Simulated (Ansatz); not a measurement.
# Yb under changes of volume

One of the cells (41.626 Å³/atom); the others are scaled copies at fixed shape and fractional positions:

```
Yb
1.0
     3.87990    0.00000    0.00000
    -1.93995    3.36009    0.00000
     0.00000    0.00000    6.38590
Yb
2
Cartesian
  1.9400 1.1200 4.7894
  0.0000 2.2401 1.5965
```

This isn't the form of Yb at room conditions, which is fcc.

| Item | Value |
| --- | --- |
| Program | Ansatz 0.2.0 |
| Functional | PBE |
| Potentials or basis | Ansatz PAW |
| Cutoff | 420 eV (not typed: the program's choice for these potentials) |
| k mesh | 8 × 8 × 4 |
| Occupations | fermi-dirac, width 0.05 eV |
| Spin | collinear spin, ferromagnetic start |
| Starting moments | [1.0, 1.0] μB |

```csv
volume (Å³/atom),energy over the lowest point (meV/atom),pressure (GPa)
39.128,0.00,-1.5
39.961,8.58,-1.7
40.793,18.32,-2.0
41.626,29.11,-2.2
42.458,40.84,-2.3
43.291,53.41,-2.5
44.123,?,?
```

Problem. What does the run at 44.123 Å³/atom give?

Solution. Energy over the lowest point 66.75 meV/atom; pressure -2.6 GPa.

Worked out: A Birch-Murnaghan fit of order 3 (a polynomial in V^(-2/3)) to the other rows has no minimum within the range. It gives 66.72 meV/atom at 44.123 Å³/atom, against the run's 66.75, and -dE/dV = -2.6 GPa, against -2.6.

Energies are extrapolated to zero smearing.

Caveats: the starting moments weren't kept.
